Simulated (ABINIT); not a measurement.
# Co (P-3m1) in ABINIT: band structure with PBEsol

Aim: the band structure of Co with PBEsol.

Everything below comes from runs of ABINIT 10.8.3 (patched build). Logs are shortened: lines on timing, memory, paths and dates and some standing lists are left out, and cuts for length are marked. The log counts tension as positive stress, the text compression.

### 1 The crystal as given

Symmetry: P-3m1, No. 164, trigonal system. Conventional cell: a = 2.487 Å, b = 2.487 Å, c = 4.063 Å, α = 90.00°, β = 90.00°, γ = 120.00°. Around Co (site symmetry 3m) lie 12 Co at 2.42 to 2.55 Å.

### 2 Band structure, PBEsol, collinear spin, ferromagnetic start

The input, run.abi:

```
# Datasets: ground state, then fixed potential
ndtset 2

# Pseudopotentials
pp_dirpath "./"
pseudos "Co.GGA_PBE-JTH.xml"

# Structure
acell 2.4873648738 2.4873648738 4.0632895034 Angstrom
rprim
     1.0000000000     0.0000000000     0.0000000000
    -0.5000000000     0.8660254038     0.0000000000
     0.0000000000     0.0000000000     1.0000000000
ntypat 1
znucl 27
natom 2
typat 1 1
xcart
    -0.0000000002     2.7137993662     5.6831605137
     2.3502191920     1.3568996829     1.9953438128

# Plane-wave basis
ecut 26.0
pawecutdg 48.0
pawxcdev 0

# Exchange and correlation
ixc -116133

# Bands and occupations
occopt 3
tsmear 0.00183747

# Spin
nsppol 2
spinat
     0.0000000000     0.0000000000     2.0000000000
     0.0000000000     0.0000000000     2.0000000000

# SCF cycle
nstep 100

# Output
iomode 3
prtwf 0
prteig 0
prtebands 0
enunit 1
prtden1 1

# Dataset 1
kptopt1 1
ngkpt1 10 10 6
nshiftk1 1
shiftk1 0.0 0.0 0.0
nband1 22
tolvrs1 1.0e-9

# Dataset 2: bands along G-M-K-G-A-L-H-A
iscf2 -2
getden2 1
nband2 28
nbdbuf2 4
tolwfr2 1.0e-11
kptopt2 -7
ndivsm2 6
prteig2 1
kptbounds2
     0.0000000000     0.0000000000     0.0000000000
     0.5000000000     0.0000000000     0.0000000000
     0.3333333333     0.3333333333     0.0000000000
     0.0000000000     0.0000000000     0.0000000000
     0.0000000000     0.0000000000     0.5000000000
     0.5000000000     0.0000000000     0.5000000000
     0.3333333333     0.3333333333     0.5000000000
     0.0000000000     0.0000000000     0.5000000000
```

Potentials or basis: JTH PAW PBE v2.0.

The run is started by

```sh
abinit run.abi > log 2>&1
```

run.abo:

```text
.Version 10.8.3 of ABINIT
 DATASET    1 : space group P-3 m 1 (#164); Bravais hP (primitive hexag.)
================================================================================
 Values of the parameters that define the memory need for DATASET  1.
     intxc =       0    ionmov =       0      iscf =      17    lmnmax =      18
     lnmax =       6     mgfft =      36  mpssoang =       3    mqgrid =    3001
     natom =       2  nloc_mem =       2    nspden =       2   nspinor =       1
    nsppol =       2      nsym =      12    n1xccc =       1    ntypat =       1
    occopt =       3   xclevel =       2
       mpw =         953          nfft =       20736          nkpt =          72
 PAW method is used; the additional fine FFT grid is defined by:
   mgfftf=        48    nfftf =     43200
================================================================================
================================================================================

 DATASET    2 : space group P-3 m 1 (#164); Bravais hP (primitive hexag.)
================================================================================
 Values of the parameters that define the memory need for DATASET  2.
     intxc =       0    ionmov =       0      iscf =      -2    lmnmax =      18
     lnmax =       6     mgfft =      36  mpssoang =       3    mqgrid =    3001
     natom =       2  nloc_mem =       2    nspden =       2   nspinor =       1
    nsppol =       2      nsym =      12    n1xccc =       1    ntypat =       1
    occopt =       3   xclevel =       2
       mpw =         960          nfft =       20736          nkpt =          69
 PAW method is used; the additional fine FFT grid is defined by:
   mgfftf=        48    nfftf =     43200
================================================================================
================================================================================

--------------------------------------------------------------------------------
------------- Echo of variables that govern the present computation ------------
--------------------------------------------------------------------------------
 -outvars: echo values of preprocessed input variables --------
            acell      4.7004383867E+00  4.7004383867E+00  7.6785043317E+00 Bohr
              amu      5.89332000E+01
             ecut      2.60000000E+01 Hartree
           enunit           1
           getden1          0
           getden2          1
             iscf1         17
             iscf2         -2
                       outvar_i_n : Printing only first  50 k-points.
              ixc     -116133
           jdtset        1    2
                       outvar_i_n : Printing only first  50 k-points.
           kptopt1          1
           kptopt2         -7
         kptrlatt       10    0    0      0   10    0      0    0    6
          kptrlen1     4.60710260E+01
          kptrlen2     3.00000000E+01
            natom           2
            nband1         22
            nband2         28
           nbdbuf1          0
           nbdbuf2          4
           ndtset           2
           ndivsm1          0
           ndivsm2          6
            ngfft          24      24      36
          ngfftdg          30      30      48
             nkpt1         72
             nkpt2         69
           nspden           2
           nsppol           2
            nstep         100
             nsym          12
           ntypat           1
                       prtocc : prtvol=0, do not print more k-points.
                       1.000000  1.000000  1.000000  1.000000  1.000000  1.000000
                       1.000000  1.000000  1.000000  1.000000  1.000000  1.000000
                       1.000000  1.000000  1.000000  1.000000  1.000000  0.000000
                       0.000000  0.000000  0.000000  0.000000
                       1.000000  1.000000  1.000000  1.000000  1.000000  1.000000
                       1.000000  1.000000  1.000000  1.000000  1.000000  1.000000
                       1.000000  1.000000  1.000000  1.000000  1.000000  0.000000
                       0.000000  0.000000  0.000000  0.000000
                       1.000000  1.000000  1.000000  1.000000  1.000000  1.000000
                       1.000000  1.000000  1.000000  1.000000  1.000000  1.000000
                       1.000000  1.000000  1.000000  1.000000  1.000000  0.000000
                       0.000000  0.000000  0.000000  0.000000
                       1.000000  1.000000  1.000000  1.000000  1.000000  1.000000
                       1.000000  1.000000  1.000000  1.000000  1.000000  1.000000
                       1.000000  1.000000  1.000000  1.000000  1.000000  0.000000
                       0.000000  0.000000  0.000000  0.000000
[... 1846 lines left out ...]
lattice_vectors:
- [  4.7004384,   0.0000000,   0.0000000, ]
- [ -2.3502192,   4.0706991,   0.0000000, ]
- [  0.0000000,   0.0000000,   7.6785043, ]
lattice_lengths: [   4.70044,    4.70044,    7.67850, ]
lattice_angles: [ 90.000,  90.000, 120.000, ] # degrees, (23, 13, 12)
lattice_volume:   1.4692104E+02
convergence: {deltae:  0.000E+00, res2:  0.000E+00, residm:  9.986E-12, diffor:  0.000E+00, }
etotal    :  -2.92634526E+02
entropy   :   0.00000000E+00
fermie    :   5.12111655E-01
cartesian_stress_tensor: null
pressure_GPa: null
xred      :
- [  3.3333E-01,   6.6667E-01,   7.4014E-01, Co]
- [  6.6667E-01,   3.3333E-01,   2.5986E-01, Co]
cartesian_forces: null
force_length_stats: {min: null, max: null, mean: null, }
...

 Integrated electronic and magnetization densities in atomic spheres:
 ------------------------------------------------------------------------------------------------------------
 Radius=ratsph(iatom), smearing ratsm=  0.0000. Diff(up-dn)=approximate z local magnetic moment.
    Atom    Radius    up_density   dn_density  Total(up+dn)  Diff(up-dn)
    1 Co   2.10903     8.633347     6.902060     15.535407     1.731287
    2 Co   2.10903     8.633347     6.902060     15.535407     1.731287
 ------------------------------------------------------------------------------------------------------------
  Sum:                17.266694    13.804120     31.070813     3.462574
 Total magnetization (from the atomic spheres):                3.462574
 Total magnetization (exact up - dn):                          3.320611

================================================================================

 ----iterations are completed or convergence reached----

 Mean square residual over all n,k,spin=   56.741E-13; max=  99.860E-13
 reduced coordinates (array xred) for    2 atoms
       0.333333332999      0.666666666327      0.740138999497
       0.666666666333      0.333333332994      0.259860999825

 cartesian coordinates (angstrom) at end:
    1     -0.00000000040815     1.43608077875519     3.00739902771357
    2      1.24368243649185     0.71804038901166     1.05589047293373
 length scales=  4.700438386685  4.700438386685  7.678504331702 bohr
              =  2.487364873800  2.487364873800  4.063289503400 angstroms
 Eigenvalues (   eV  ) for nkpt=  69  k points, SPIN UP:
 kpt#   1, nband= 28, wtk=  1.00000, kpt=  0.0000  0.0000  0.0000 (reduced coord)
 -81.86261  -81.80512  -45.39463  -45.10753  -45.10753  -45.06712  -45.05972  -45.05972
   4.87908    8.71427   11.25957   11.31518   11.31518   11.61356   11.61356   12.03194
  12.03194   13.11015   13.11015   13.64128   19.98985   35.78003   38.40639   38.40639
  38.69967   38.97520   39.64429   39.64429
 kpt#   2, nband= 28, wtk=  1.00000, kpt=  0.0455  0.0000  0.0000 (reduced coord)
 -81.86162  -81.80465  -45.39252  -45.11270  -45.10912  -45.06768  -45.06474  -45.06054
   4.95244    8.76019   11.17119   11.34942   11.39309   11.59489   11.64184   11.99646
  12.01292   12.68328   13.11940   14.15271   20.00262   35.26287   37.02025   37.41218
  38.86910   39.30324   40.70242   41.13407
 kpt#   3, nband= 28, wtk=  1.00000, kpt=  0.0909  0.0000  0.0000 (reduced coord)
 -81.85871  -81.80329  -45.38630  -45.12755  -45.11373  -45.07940  -45.06958  -45.06295
   5.17037    8.89175   11.03813   11.44999   11.47996   11.56028   11.71924   11.82877
  11.96599   12.23047   13.14408   14.92442   20.04290   33.61812   36.05249   36.15076
  38.90116   39.81372   40.68619   42.23751
 kpt#   4, nband= 28, wtk=  1.00000, kpt=  0.1364  0.0000  0.0000 (reduced coord)
 -81.85408  -81.80120  -45.37628  -45.15059  -45.12090  -45.10229  -45.07330  -45.06684
[... 313 lines left out ...]
 kpt#  67, nband= 28, wtk=  1.00000, kpt=  0.0513  0.0513  0.5000 (reduced coord)
 -81.84043  -81.82191  -45.27115  -45.19876  -45.10269  -45.09777  -45.08947  -45.07982
   7.21855    7.45389   10.63251   10.96124   11.25688   11.29458   11.34526   11.39534
  12.66982   12.77537   12.88483   12.99555   28.15614   29.23046   35.10109   35.26625
  37.46600   37.50780   39.32157   39.38168
 kpt#  68, nband= 28, wtk=  1.00000, kpt=  0.0256  0.0256  0.5000 (reduced coord)
 -81.84272  -81.82371  -45.27121  -45.19404  -45.09485  -45.09316  -45.07928  -45.07649
   7.03913    7.27760   10.72502   11.08687   11.26011   11.26237   11.29607   11.31732
  12.67953   12.70689   12.88966   12.91935   27.98172   29.11347   36.05816   36.27615
  39.13526   39.14734   39.59635   39.61556
 kpt#  69, nband= 28, wtk=  1.00000, kpt=  0.0000  0.0000  0.5000 (reduced coord)
 -81.84351  -81.82433  -45.27131  -45.19265  -45.09186  -45.09186  -45.07542  -45.07542
   6.97788    7.21739   10.76267   11.15837   11.23467   11.23467   11.29076   11.29076
  12.68356   12.68356   12.89233   12.89233   27.92300   29.07395   36.37858   36.62004
  40.03201   40.03201   40.05308   40.05308
 Eigenvalues (   eV  ) for nkpt=  69  k points, SPIN DOWN:
 kpt#   1, nband= 28, wtk=  1.00000, kpt=  0.0000  0.0000  0.0000 (reduced coord)
 -79.77031  -79.70853  -43.37456  -43.06101  -43.06101  -43.01777  -43.00960  -43.00960
   4.94407    9.68385   12.88094   12.99793   12.99793   13.31628   13.31628   13.69411
  13.87175   13.87175   15.03499   15.03499   21.06917   35.58686   38.60045   38.80256
  38.80256   38.84382   40.04020   40.04020
 kpt#   2, nband= 28, wtk=  1.00000, kpt=  0.0455  0.0000  0.0000 (reduced coord)
 -79.76924  -79.70803  -43.37225  -43.06665  -43.06274  -43.01838  -43.01507  -43.01048
   5.01777    9.73584   12.79394   13.03582   13.06114   13.29000   13.34529   13.46316
  13.84528   13.85090   15.04629   15.34660   21.07542   35.20133   37.26032   37.80665
  38.73947   39.33202   41.09442   41.44748
 kpt#   3, nband= 28, wtk=  1.00000, kpt=  0.0909  0.0000  0.0000 (reduced coord)
 -79.76612  -79.70657  -43.36543  -43.08283  -43.06775  -43.03106  -43.02042  -43.01306
   5.23694    9.88601   12.62765   12.97490   13.14752   13.16877   13.27414   13.42291
  13.78513   13.80134   15.07624   15.99352   21.09578   33.83338   36.27460   36.44045
  38.78239   39.81823   40.65636   42.61778
 kpt#   4, nband= 28, wtk=  1.00000, kpt=  0.1364  0.0000  0.0000 (reduced coord)
 -79.76114  -79.70432  -43.35444  -43.10795  -43.07554  -43.05600  -43.02443  -43.01724
[... 314 lines left out ...]
 -79.74641  -79.72665  -43.23989  -43.16153  -43.05598  -43.05057  -43.04174  -43.03127
   7.35402    7.60583   12.05006   12.48925   12.88273   12.90731   13.04660   13.06760
  14.60063   14.66795   14.75801   14.84705   28.60696   29.75463   35.15174   35.30276
  37.79243   37.84638   39.53248   39.58599
 kpt#  68, nband= 28, wtk=  1.00000, kpt=  0.0256  0.0256  0.5000 (reduced coord)
 -79.74888  -79.72858  -43.23996  -43.15646  -43.04740  -43.04555  -43.03070  -43.02766
   7.17001    7.42467   12.11393   12.57562   12.92894   12.93027   12.96386   12.97656
  14.61361   14.63150   14.76245   14.78669   28.43549   29.64491   35.94337   36.15618
  39.42998   39.44504   39.86274   39.88092
 kpt#  69, nband= 28, wtk=  1.00000, kpt=  0.0000  0.0000  0.5000 (reduced coord)
 -79.74972  -79.72925  -43.24007  -43.15496  -43.04415  -43.04415  -43.02651  -43.02651
   7.10759    7.36321   12.13776   12.60851   12.93476   12.93476   12.94532   12.94532
  14.61903   14.61903   14.76528   14.76528   28.37774   29.60791   36.19677   36.43490
  40.28737   40.28737   40.29204   40.29204

== END DATASET(S) ==============================================================
================================================================================

 -outvars: echo values of variables after computation  --------
            acell      4.7004383867E+00  4.7004383867E+00  7.6785043317E+00 Bohr
           etotal1    -2.9263452596E+02
            fcart1     1.1456996142E-28  6.4899891671E-47  8.7737344016E-03
                      -1.1456996142E-28 -6.4899891671E-47 -8.7737344016E-03
            rprim      1.0000000000E+00  0.0000000000E+00  0.0000000000E+00
                      -5.0000000000E-01  8.6602540380E-01  0.0000000000E+00
                       0.0000000000E+00  0.0000000000E+00  1.0000000000E+00
           strten1     2.4907912389E-04  2.4907912217E-04  3.2365225713E-04
                       0.0000000000E+00  0.0000000000E+00  0.0000000000E+00
           xangst     -4.0815117602E-10  1.4360807788E+00  3.0073990277E+00
                       1.2436824365E+00  7.1804038901E-01  1.0558904729E+00
             xred      3.3333333300E-01  6.6666666633E-01  7.4013899950E-01
                       6.6666666633E-01  3.3333333299E-01  2.5986099983E-01
 Calculation completed.
```

Run time: 2.9 min. Hardware: 1 thread of Arm Neoverse V2, shared host; peak memory 0.18 GiB.

What came out:

```
Free energy                                           : -7962.9911 eV
Pressure                                              : -8.1 GPa
Largest force                                         : 0.451 eV/Å
Band gap on the k mesh                                : none (metal or under the smearing width)
Net moment                                            : 3.32 μB per cell
Site moments                                          : Co +1.73 μB
Valence electrons inside the program's atomic spheres : Co 15.54 (radii [1.1161] Å)
```

Forces on the atoms (eV/Å):
```
Co   0.000  0.000  0.451
Co   0.000  0.000 -0.451
```

Levels at the corners of the path, in eV from the Fermi level:
Spin up:
```tsv
point	band 16	band 17	band 18	band 19	band 20	band 21	band 22	band 23
Γ	-1.90	-1.90	-0.83	-0.83	-0.29	6.05	21.84	24.47
M	-0.68	-0.66	-0.50	1.26	3.26	9.32	10.28	12.42
K	-0.94	-0.94	-0.86	4.45	5.25	5.25	12.16	12.85
Γ	-1.90	-1.90	-0.83	-0.83	-0.29	6.05	21.84	24.47
A	-2.64	-1.25	-1.25	-1.04	-1.04	13.99	15.14	22.44
L	-1.04	-0.62	-0.56	1.36	1.63	7.00	7.31	18.03
H	-1.80	-0.78	-0.78	5.65	5.65	7.09	7.38	9.41
A	-2.64	-1.25	-1.25	-1.04	-1.04	13.99	15.14	22.44
```
Spin down:
| point | band 14 | band 15 | band 16 | band 17 | band 18 | band 19 |
| --- | --- | --- | --- | --- | --- | --- |
| Γ | -0.62 | -0.62 | -0.24 | -0.06 | -0.06 | 1.10 |
| M | -1.04 | -0.62 | 1.25 | 1.34 | 1.42 | 2.57 |
| K | -1.35 | -0.32 | 0.93 | 0.93 | 1.08 | 5.32 |
| Γ | -0.62 | -0.62 | -0.24 | -0.06 | -0.06 | 1.10 |
| A | -1.00 | -0.99 | -0.99 | 0.68 | 0.68 | 0.83 |
| L | 0.19 | 0.19 | 0.32 | 1.33 | 1.37 | 2.02 |
| H | -1.71 | -0.37 | 0.03 | 1.11 | 1.11 | 6.36 |
| A | -1.00 | -0.99 | -0.99 | 0.68 | 0.68 | 0.83 |

Caveat: the PAW data sets were made with another functional, which shifts forces and pressure a little.

### 3 For comparison

An earlier run on the cell as given: functional PBEsol; potentials or basis JTH PAW PBE v2.0; cutoff 707 eV; k mesh 12 × 12 × 7; occupations fermi-dirac, width 0.05 eV; collinear spin, ferromagnetic start; starting moments [2.0, 2.0] μB.

- Pressure: -8.5 GPa
- Largest force: 0.461 eV/Å
- Band gap on the k mesh: none (metal or under the smearing width)
- Net moment: 3.26 μB per cell
- Site moments: Co +1.70 μB
- Valence electrons inside the program's atomic spheres: Co 15.54 (radii [1.1161] Å)
